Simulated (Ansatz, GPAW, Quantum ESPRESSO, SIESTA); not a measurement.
**Sn: 6 runs at one level of theory**

```
CELL_PARAMETERS angstrom
-2.94014 2.94014 1.59930
2.94014 -2.94014 1.59930
2.94014 2.94014 -1.59930
ATOMIC_POSITIONS crystal
Sn 0.00000 0.00000 0.00000
Sn 0.75000 0.25000 0.50000
```

Alike in all runs: task band structure; functional PBEsol; k mesh 9 × 9 × 9; occupations fermi-dirac, width 0.05 eV; no spin polarisation; no spin-orbit coupling. Pressure is positive in compression and, in plane waves, holds the error of the finite cutoff, which Ansatz's Pulay term estimates and takes out.

| program and potentials | plane-wave cutoff (eV) | notes | pressure (GPa) |
| --- | --- | --- | --- |
| Quantum ESPRESSO, GBRV 1.5 PBEsol | 925 | - | -1.71 |
| Ansatz, PAW datasets made for the crystal | 240 | - | -1.44 |
| SIESTA, files PseudoDojo sr-pbesol-0.4.1-standard, DZP (energy shift 0.003 Ry; two zetas on semicore shells) | - | atomic basis | -0.58 |
| Quantum ESPRESSO, PseudoDojo 0.4.1 SR PBEsol standard | 980 | - | -1.36 |
| GPAW, PAW data sets generated for this functional | 600 | - | -1.70 |
| Ansatz, all-electron LAPW, scalar-relativistic | - | - | -1.44 |

The pressure spans -1.71 (Quantum ESPRESSO, GBRV 1.5 PBEsol) to -0.58 GPa (SIESTA, files PseudoDojo sr-pbesol-0.4.1-standard, DZP (energy shift 0.003 Ry; two zetas on semicore shells)), with all-electron results at -1.44. Rows in atomic bases carry the error of their basis and grid, which can be large.

The functional is the same throughout but for its coding, so the spread measures potentials, basis and numerics; runs on potential files found faulty are left out.
